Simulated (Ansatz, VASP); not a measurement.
One calculation of CdS, two programs

Contents of INCAR:

```
SYSTEM = CdS
PREC = Accurate ; ENCUT = 520
EDIFF = 1E-7 ; ISMEAR = -1
SIGMA = 0.02 ; LREAL = .FALSE.
LASPH = .TRUE. ; NELM = 80
ALGO = Normal ; ISIF = 2
LWAVE = .FALSE. ; LCHARG = .FALSE.
GGA = PS ; NBANDS = 16
```

File KPOINTS:

```
regular mesh
0
G
  7 7 7
  0 0 0
```

The input POSCAR:

```
CdS
1.0
    0.0294295346      2.9576682322      2.9576682322
    2.9576682322      0.0294295346      2.9576682322
    2.9576682322      2.9576682322      0.0294295346
Cd S
1 1
Direct
    0.0000000000      0.0000000000      0.0000000000
    0.7500000000      0.7500000000      0.7500000000
```

Input for Ansatz:

```yaml
crystal:
  lattice:
    - [0.0294295346, 2.9576682322, 2.9576682322]
    - [2.9576682322, 0.0294295346, 2.9576682322]
    - [2.9576682322, 2.9576682322, 0.0294295346]
  atoms:
    - { symbol: Cd, position: [0.0, 0.0, 0.0] }
    - { symbol: S, position: [0.75, 0.75, 0.75] }
kpoints:
  mp_grid: { grid: [7, 7, 7] }
  band_path:
    path:
      - [0.0, 0.0, 0.0]
      - [-0.5, -0.5, -0.5]
      - [-0.5, -0.247543133, -0.752456867]
      - [-0.247543133, 0.247543133, -0.5]
      - [0.0, 0.0, -0.5]
      - [0.0, 0.0, 0.0]
      - [0.0, 0.3737715665, -0.3737715665]
      - [-0.3737715665, 0.0, -0.6262284335]
      - [-0.5, 0.0, -0.5]
    npoints: 5
scf:
  occupations: { method: fermi_dirac, width: 0.02 }
hamiltonian:
  xc: pbesol
  pseudopotentials: { kind: all_electron, lapw: { basis_error: 0.0005 } }
output:
  forces: true
  stress: true
  eigenvalues: true
```

Change from the starting cell: equal xy, yz and zx shear strains of +1 %.

Alike in both runs: task single point; functional PBEsol; k mesh 7 × 7 × 7; occupations fermi-dirac, width 0.02 eV; no spin polarisation.

|  | VASP | Ansatz |
| --- | --- | --- |
| version | VASP 6.6.1 | Ansatz 0.2.0 |
| potentials or method | VASP PAW PBE potentials, release 64 (Cd, S) | all-electron LAPW, scalar-relativistic |
| plane-wave cutoff (eV) | 520 | see its input |

```csv
,VASP,Ansatz,Ansatz less VASP
gap on the k mesh at the Fermi level (eV),0.94,0.93,-0.003
pressure (GPa),-1.4,-1.8,-0.33
largest component of the traceless stress (GPa),0.47,0.46,-0.011
rms of the force components (eV/Å),0.052,0.050,-0.0025
```

Atom by atom the forces differ by 0.002 eV/Å (rms over components). Ansatz ran all-electron here, so the differences hold the error of VASP's frozen core and of both bases.

Caveats: the PAW data sets were made with another functional, which shifts forces and pressure a little (VASP).
